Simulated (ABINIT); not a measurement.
# InAs (F-43m) in ABINIT: notebook

One crystal, InAs, is run at these levels: PW91, LDA-VWN; tasks: band structure, equation of state.

Everything below comes from runs of ABINIT 10.8.3 (patched build). Logs are shortened: lines on timing, memory, paths and dates and some standing lists are left out, and cuts for length are marked. The log counts tension as positive stress, the text compression.

**What was measured.**

From a printed reference work, data compilation, for a bulk crystal of InAs at 4.2 K: band gap 0.418 eV (direct).

How close the calculation comes is told below.

### 1 Starting point

The structure is cubic, space group F-43m (No. 216). Conventional cell: a = 6.036 Å, b = 6.036 Å, c = 6.036 Å, α = 90.00°, β = 90.00°, γ = 90.00°. In (site symmetry -43m) is surrounded by 4 As at 2.61 Å. Around As (site symmetry -43m) lie 4 In at 2.61 Å.

### 2 Band structure, PW91

run.abi reads:

```
# Datasets: ground state, then fixed potential
ndtset 2

# Pseudopotentials
pp_dirpath "./"
pseudos "In.GGA_PBE-JTH_sp.xml, As.GGA_PBE-JTH_sp.xml"

# Structure
acell 4.2680965312 4.2680965312 4.2680965312 Angstrom
rprim
     0.0000000000     0.7071067812     0.7071067812
     0.7071067812     0.0000000000     0.7071067812
     0.7071067812     0.7071067812     0.0000000000
ntypat 2
znucl 49 33
natom 2
typat 1 2
xred
     0.0000000000     0.0000000000     0.0000000000
     0.7500000000     0.7500000000     0.7500000000

# Plane-wave basis
ecut 15.0
pawecutdg 30.0

# Exchange and correlation
ixc -109134

# Bands and occupations
occopt 3
tsmear 0.05 eV

# SCF cycle
nstep 100

# Output
iomode 3
prtwf 0
prteig 0
prtebands 0
enunit 1
prtden1 1

# Dataset 1
kptopt1 1
ngkpt1 8 8 8
nshiftk1 1
shiftk1 0.0 0.0 0.0
nband1 8
tolvrs1 1.0e-9

# Dataset 2: bands along G-X-W-K-G-L-U-W-L-K
iscf2 -2
getden2 1
nband2 12
nbdbuf2 2
tolwfr2 1.0e-12
kptopt2 -9
ndivsm2 6
prteig2 1
kptbounds2
     0.0000000000     0.0000000000     0.0000000000
     0.5000000000     0.0000000000     0.5000000000
     0.5000000000     0.2500000000     0.7500000000
     0.3750000000     0.3750000000     0.7500000000
     0.0000000000     0.0000000000     0.0000000000
     0.5000000000     0.5000000000     0.5000000000
     0.6250000000     0.2500000000     0.6250000000
     0.5000000000     0.2500000000     0.7500000000
     0.5000000000     0.5000000000     0.5000000000
     0.3750000000     0.3750000000     0.7500000000
```

Potentials or basis: JTH PAW PBE v2.0 sp.

Run with:

```bash
$ abinit run.abi > log 2>&1
```

run.abo:

```text
.Version 10.8.3 of ABINIT
 DATASET    1 : space group F-4 3 m (#216); Bravais cF (face-center cubic)
================================================================================
 Values of the parameters that define the memory need for DATASET  1.
     intxc =       0    ionmov =       0      iscf =      17    lmnmax =      13
     lnmax =       5     mgfft =      30  mpssoang =       3    mqgrid =    3001
     natom =       2  nloc_mem =       2    nspden =       1   nspinor =       1
    nsppol =       1      nsym =      24    n1xccc =       1    ntypat =       2
    occopt =       3   xclevel =       2
       mpw =        1036          nfft =       27000          nkpt =          29
 PAW method is used; the additional fine FFT grid is defined by:
   mgfftf=        40    nfftf =     64000
================================================================================
================================================================================

 DATASET    2 : space group F-4 3 m (#216); Bravais cF (face-center cubic)
================================================================================
 Values of the parameters that define the memory need for DATASET  2.
     intxc =       0    ionmov =       0      iscf =      -2    lmnmax =      13
     lnmax =       5     mgfft =      30  mpssoang =       3    mqgrid =    3001
     natom =       2  nloc_mem =       2    nspden =       1   nspinor =       1
    nsppol =       1      nsym =      24    n1xccc =       1    ntypat =       2
    occopt =       3   xclevel =       2
       mpw =        1040          nfft =       27000          nkpt =         103
 PAW method is used; the additional fine FFT grid is defined by:
   mgfftf=        40    nfftf =     64000
================================================================================
================================================================================

--------------------------------------------------------------------------------
------------- Echo of variables that govern the present computation ------------
--------------------------------------------------------------------------------
 -outvars: echo values of preprocessed input variables --------
            acell      8.0655335229E+00  8.0655335229E+00  8.0655335229E+00 Bohr
              amu      1.14820000E+02  7.49215900E+01
             ecut      1.50000000E+01 Hartree
           enunit           1
           getden1          0
           getden2          1
             iscf1         17
             iscf2         -2
                       outvar_i_n : Printing only first  50 k-points.
              ixc     -109134
           jdtset        1    2
                       outvar_i_n : Printing only first  50 k-points.
           kptopt1          1
           kptopt2         -9
         kptrlatt        8    0    0      0    8    0      0    0    8
          kptrlen1     6.45242682E+01
          kptrlen2     3.00000000E+01
            natom           2
            nband1          8
            nband2         12
           nbdbuf1          0
           nbdbuf2          2
           ndtset           2
           ndivsm1          0
           ndivsm2          6
            ngfft          30      30      30
          ngfftdg          40      40      40
             nkpt1         29
             nkpt2        103
            nstep         100
             nsym          24
           ntypat           2
           occopt           3
        pawecutdg      3.00000000E+01 Hartree
         pawxcdev           0
        prtebands           0
           prteig1          0
           prteig2          1
            prtwf           0
            rprim      0.0000000000E+00  7.0710678120E-01  7.0710678120E-01
                       7.0710678120E-01  0.0000000000E+00  7.0710678120E-01
                       7.0710678120E-01  7.0710678120E-01  0.0000000000E+00
           shiftk1     0.00000000E+00  0.00000000E+00  0.00000000E+00
           shiftk2     5.00000000E-01  5.00000000E-01  5.00000000E-01
          spgroup         216
           tolvrs1     1.00000000E-09
           tolvrs2     0.00000000E+00
           tolwfr1     0.00000000E+00
           tolwfr2     1.00000000E-12
           tsmear      1.83746611E-03 Hartree
            typat      1  2
           useylm           1
                       outvars : Printing only first  50 k-points.
           xangst      0.0000000000E+00  0.0000000000E+00  0.0000000000E+00
                       4.5270000000E+00  4.5270000000E+00  4.5270000000E+00
[... 208 lines left out ...]
dimensions: {natom: 2, nkpt: 103, mband: 12, nsppol: 1, nspinor: 1, nspden: 1, mpw: 1040, }
cutoff_energies: {ecut:  15.0, pawecutdg:  30.0, }
electrons: {nelect:   8.00000000E+00, charge:   0.00000000E+00, occopt:   3.00000000E+00, tsmear:   1.83746611E-03, }
meta: {optdriver: 0, ionmov: 0, optcell: 0, iscf: -2, paral_kgb: 0, }
...

 mkfilename : getden/=0, take file _DEN from output of DATASET   1.

 Real(R)+Recip(G) space primitive vectors, cartesian coordinates (Bohr,Bohr^-1):
 R(1)=  0.0000000  5.7031934  5.7031934  G(1)= -0.0876702  0.0876702  0.0876702
 R(2)=  5.7031934  0.0000000  5.7031934  G(2)=  0.0876702 -0.0876702  0.0876702
 R(3)=  5.7031934  5.7031934  0.0000000  G(3)=  0.0876702  0.0876702 -0.0876702
 Unit cell volume ucvol=  3.7100888E+02 bohr^3
 Angles (23,13,12)=  6.00000000E+01  6.00000000E+01  6.00000000E+01 degrees

 Coarse grid specifications (used for wave-functions):

 getcut: wavevector=  0.0000  0.0000  0.0000  ngfft=  30  30  30
         ecut(hartree)=     15.000   => boxcut(ratio)=   2.13579

 Fine grid specifications (used for densities):

 getcut: wavevector=  0.0000  0.0000  0.0000  ngfft=  40  40  40
         ecut(hartree)=     30.000   => boxcut(ratio)=   2.01141
--------------------------------------------------------------------------------

================================================================================
 Non-SCF case, kpt    1 (  0.00000  0.00000  0.00000), residuals and eigenvalues=
  3.81E-13  4.65E-13  6.84E-13  7.96E-13  5.69E-13  3.92E-13  3.90E-13  8.85E-13
  2.73E-13  2.36E-13  8.57E-13  1.95E-13
 -4.6051E-01 -2.8569E-02 -2.3037E-02 -2.3037E-02 -2.3037E-02  1.2279E-01
  1.2279E-01  1.2279E-01  2.5663E-01  3.2962E-01  3.2962E-01  3.6549E-01
 Non-SCF case, kpt    2 (  0.02941  0.00000  0.02941), residuals and eigenvalues=
  5.51E-13  7.65E-13  3.75E-13  6.25E-13  3.93E-13  3.88E-13  2.51E-13  4.97E-13
  7.23E-13  7.25E-13  1.44E-11  3.83E-07
 -4.6013E-01 -4.2641E-02 -2.4375E-02 -2.4375E-02 -8.9671E-03  1.2089E-01
  1.2462E-01  1.2462E-01  2.5954E-01  3.2016E-01  3.3001E-01  3.6645E-01
 Non-SCF case, kpt    3 (  0.05882  0.00000  0.05882), residuals and eigenvalues=
[... 490 lines left out ...]
  2.71E-13  4.39E-13  4.72E-13  4.18E-13  3.77E-13  6.54E-13  5.52E-13  1.92E-13
  9.63E-13  2.85E-13  7.70E-11  7.21E-08
 -3.9893E-01 -2.3037E-01 -1.4324E-01 -8.8171E-02  6.1080E-02  1.5588E-01
  2.2145E-01  2.3051E-01  2.7257E-01  3.3702E-01  4.3406E-01  4.7006E-01
 Non-SCF case, kpt  102 (  0.38750  0.38750  0.72500), residuals and eigenvalues=
  2.17E-13  6.45E-13  1.99E-13  8.04E-13  1.88E-13  7.72E-13  1.98E-13  1.88E-13
  7.45E-13  4.16E-13  3.24E-09  1.60E-07
 -3.9697E-01 -2.3162E-01 -1.4529E-01 -9.1860E-02  5.7914E-02  1.4804E-01
  2.3570E-01  2.4348E-01  2.6527E-01  3.3884E-01  4.5338E-01  4.8130E-01
 Non-SCF case, kpt  103 (  0.37500  0.37500  0.75000), residuals and eigenvalues=
  6.18E-13  2.81E-13  1.58E-13  1.88E-13  1.99E-13  2.22E-13  3.62E-13  5.84E-13
  3.87E-13  3.06E-13  6.46E-08  6.14E-06
 -3.9581E-01 -2.3289E-01 -1.4422E-01 -9.4857E-02  5.5153E-02  1.3657E-01
  2.4898E-01  2.5367E-01  2.6462E-01  3.4517E-01  4.5686E-01  4.9668E-01

--- !ResultsGS
iteration_state: {dtset: 2, }
comment   : Summary of ground state results
lattice_vectors:
- [  0.0000000,   5.7031934,   5.7031934, ]
- [  5.7031934,   0.0000000,   5.7031934, ]
- [  5.7031934,   5.7031934,   0.0000000, ]
lattice_lengths: [   8.06553,    8.06553,    8.06553, ]
lattice_angles: [ 60.000,  60.000,  60.000, ] # degrees, (23, 13, 12)
lattice_volume:   3.7100888E+02
convergence: {deltae:  0.000E+00, res2:  0.000E+00, residm:  9.992E-13, diffor:  0.000E+00, }
etotal    :  -8.53837108E+00
entropy   :   0.00000000E+00
fermie    :  -2.12480402E-02
cartesian_stress_tensor: null
pressure_GPa: null
xred      :
- [  0.0000E+00,   0.0000E+00,   0.0000E+00, In]
- [  7.5000E-01,   7.5000E-01,   7.5000E-01, As]
cartesian_forces: null
force_length_stats: {min: null, max: null, mean: null, }
...

 Integrated electronic density in atomic spheres:
 ------------------------------------------------
 Atom  Sphere_radius  Integrated_density
    1        2.90115          2.33401325
    2        2.10392          2.72465506

================================================================================

 ----iterations are completed or convergence reached----

 Mean square residual over all n,k,spin=   46.659E-14; max=  99.925E-14
 reduced coordinates (array xred) for    2 atoms
       0.000000000000      0.000000000000      0.000000000000
       0.750000000000      0.750000000000      0.750000000000

 cartesian coordinates (angstrom) at end:
    1      0.00000000000000     0.00000000000000     0.00000000000000
    2      4.52700000004158     4.52700000004158     4.52700000004158
 length scales=  8.065533522905  8.065533522905  8.065533522905 bohr
              =  4.268096531200  4.268096531200  4.268096531200 angstroms
 Eigenvalues (   eV  ) for nkpt= 103  k points:
 kpt#   1, nband= 12, wtk=  1.00000, kpt=  0.0000  0.0000  0.0000 (reduced coord)
 -12.53109   -0.77741   -0.62688   -0.62688   -0.62688    3.34120    3.34120    3.34120
   6.98330    8.96933    8.96933    9.94555
 kpt#   2, nband= 12, wtk=  1.00000, kpt=  0.0294  0.0000  0.0294 (reduced coord)
 -12.52070   -1.16032   -0.66327   -0.66327   -0.24401    3.28970    3.39113    3.39113
   7.06231    8.71197    8.98003    9.97166
 kpt#   3, nband= 12, wtk=  1.00000, kpt=  0.0588  0.0000  0.0588 (reduced coord)
 -12.48961   -1.60666   -0.76654   -0.76654    0.20089    3.14817    3.53501    3.53501
   7.28244    8.22738    9.01216   10.04959
 kpt#   4, nband= 12, wtk=  1.00000, kpt=  0.0882  0.0000  0.0882 (reduced coord)
 -12.43811   -2.05080   -0.92211   -0.92211    0.63783    2.94554    3.75806    3.75806
   7.52575    7.80568    9.06571   10.17939
 kpt#   5, nband= 12, wtk=  1.00000, kpt=  0.1176  0.0000  0.1176 (reduced coord)
 -12.36670   -2.48994   -1.11278   -1.11278    1.05582    2.71071    4.04283    4.04283
   7.16283    8.10670    9.14069   10.36053
 kpt#   6, nband= 12, wtk=  1.00000, kpt=  0.1471  0.0000  0.1471 (reduced coord)
 -12.27609   -2.92268   -1.32310   -1.32310    1.43983    2.46562    4.37357    4.37357
[... 278 lines left out ...]
 -10.99377   -6.25848   -3.51213   -2.15783    1.77953    4.02582    5.48618    6.01792
   7.92141    9.32114   10.46781   12.26327
 kpt# 100, nband= 12, wtk=  1.00000, kpt=  0.4125  0.4125  0.6750 (reduced coord)
 -10.92193   -6.25224   -3.74927   -2.28369    1.74161    4.23539    5.88164    5.88798
   7.65661    9.21317   11.12938   12.54094
 kpt# 101, nband= 12, wtk=  1.00000, kpt=  0.4000  0.4000  0.7000 (reduced coord)
 -10.85538   -6.26878   -3.89788   -2.39925    1.66208    4.24173    6.02590    6.27247
   7.41709    9.17068   11.81137   12.79110
 kpt# 102, nband= 12, wtk=  1.00000, kpt=  0.3875  0.3875  0.7250 (reduced coord)
 -10.80209   -6.30281   -3.95355   -2.49965    1.57591    4.02830    6.41372    6.62539
   7.21839    9.22029   12.33714   13.09692
 kpt# 103, nband= 12, wtk=  1.00000, kpt=  0.3750  0.3750  0.7500 (reduced coord)
 -10.77067   -6.33738   -3.92438   -2.58118    1.50080    3.71626    6.77513    6.90270
   7.20069    9.39251   12.43177   13.51539

== END DATASET(S) ==============================================================
================================================================================

 -outvars: echo values of variables after computation  --------
            acell      8.0655335229E+00  8.0655335229E+00  8.0655335229E+00 Bohr
           etotal1    -8.5383710757E+00
            fcart1    -0.0000000000E+00 -0.0000000000E+00 -0.0000000000E+00
                      -0.0000000000E+00 -0.0000000000E+00 -0.0000000000E+00
            rprim      0.0000000000E+00  7.0710678120E-01  7.0710678120E-01
                       7.0710678120E-01  0.0000000000E+00  7.0710678120E-01
                       7.0710678120E-01  7.0710678120E-01  0.0000000000E+00
           strten1    -1.8166702838E-04 -1.8166702838E-04 -1.8166702838E-04
                       0.0000000000E+00  0.0000000000E+00  0.0000000000E+00
           xangst      0.0000000000E+00  0.0000000000E+00  0.0000000000E+00
                       4.5270000000E+00  4.5270000000E+00  4.5270000000E+00
             xred      0.0000000000E+00  0.0000000000E+00  0.0000000000E+00
                       7.5000000000E-01  7.5000000000E-01  7.5000000000E-01
 Calculation completed.
```

Run time: 31 s. Hardware: 1 thread of Arm Neoverse V1, shared host; peak memory 0.12 GiB.

What came out:

- Free energy: -232.3409 eV
- Band gap on the k mesh: none (metal or under the smearing width)

Levels at the corners of the path, in eV from the Fermi level:
| point | band 1 | band 2 | band 3 | band 4 | band 5 | band 6 | band 7 | band 8 |
| --- | --- | --- | --- | --- | --- | --- | --- | --- |
| Γ | -11.95 | -0.20 | -0.05 | -0.05 | -0.05 | 3.92 | 3.92 | 3.92 |
| X | -10.16 | -5.91 | -2.37 | -2.37 | 1.50 | 2.03 | 9.27 | 9.28 |
| W | -10.13 | -5.75 | -3.04 | -2.93 | 4.25 | 4.29 | 5.03 | 6.10 |
| K | -10.19 | -5.76 | -3.35 | -2.00 | 2.08 | 4.29 | 7.35 | 7.48 |
| Γ | -11.95 | -0.20 | -0.05 | -0.05 | -0.05 | 3.92 | 3.92 | 3.92 |
| L | -10.68 | -5.83 | -1.04 | -1.04 | 0.94 | 4.68 | 4.68 | 6.90 |
| U | -10.19 | -5.76 | -3.35 | -2.00 | 2.08 | 4.29 | 7.35 | 7.48 |
| W | -10.13 | -5.75 | -3.04 | -2.93 | 4.25 | 4.29 | 5.03 | 6.10 |
| L | -10.68 | -5.83 | -1.04 | -1.04 | 0.94 | 4.68 | 4.68 | 6.90 |
| K | -10.19 | -5.76 | -3.35 | -2.00 | 2.08 | 4.29 | 7.35 | 7.48 |

Caveat: the cutoff is too short for stress, so the log's stress isn't used; the PAW data sets were made with another functional, which shifts forces and pressure a little; spin-orbit coupling is left out, which moves the levels of the heavy elements; this set keeps more shells in the core, which shifts pressures and gaps; this crystal is a semiconductor, whose small gap the functional closes, so the metal is an error of the method; the atomic spheres overlap.

### 3 Equation of state, LDA-VWN

run.abi reads:

```
# Datasets: one volume each
ndtset 7
getwfk -1
scalecart1 3*0.9795861087
scalecart2 3*0.9864848297
scalecart3 3*0.9932883884
scalecart4 3*1.0000000000
scalecart5 3*1.0066227096
scalecart6 3*1.0131594038
scalecart7 3*1.0196128224

# Pseudopotentials
pp_dirpath "./"
pseudos "In.LDA_PW-JTH.xml, As.LDA_PW-JTH.xml"

# Structure
acell 8.0655335175 8.0655335175 8.0655335175
rprim
     0.0000000000     0.7071067812     0.7071067812
     0.7071067812     0.0000000000     0.7071067812
     0.7071067812     0.7071067812     0.0000000000
ntypat 2
znucl 49 33
natom 2
typat 1 2
xred
     0.0000000000     0.0000000000     0.0000000000
     0.7500000000     0.7500000000     0.7500000000

# Plane-wave basis
ecut 17.0
pawecutdg 34.0

# k points
kptopt 1
ngkpt 8 8 8
nshiftk 1
shiftk 0.0 0.0 0.0

# Exchange and correlation
ixc -1007

# Bands and occupations
nband 18
occopt 3
tsmear 0.00183747

# SCF cycle
nstep 100
tolvrs 1.0e-9

# Output
iomode 3
prtwf 1
prtden 0
prteig 0
prtebands 0
enunit 2
```

Potentials or basis: JTH PAW LDA v2.0.

Run with:

```bash
$ abinit run.abi > log 2>&1
```

Wall time 2.1 min (1 thread of Arm Neoverse V1, shared host); peak memory 0.13 GiB.

The run converged. Its results:

```yaml
Equilibrium_volume: 27.36 Å³/atom
Bulk_modulus: 60 GPa
Pressure_derivative_of_the_bulk_modulus: "4.5 (rough: it moves with the points fitted)"
```

Energy against volume, from the lowest point:
```csv
volume (Å³/atom),energy (meV/atom)
25.840,17.26
26.389,6.71
26.939,1.08
27.489,0.00
28.039,2.89
28.588,9.46
29.138,19.15
```

Caveat: the cutoff is too short for stress, so the log's stress isn't used; pressures at fixed basis lie under the slope of the energies.

### 4 Against experiment

Step 2. Measured gap of InAs: 0.418 eV (direct; 4.2 K; a printed reference work, data compilation). This calculation gives 0.00 eV (-0.42 eV). Spin-orbit coupling on As, In is left out. The value is that of PW91 on a finite k mesh, which can miss the band edges, without temperature or zero-point motion. Semilocal functionals fall short of measured gaps as a rule.
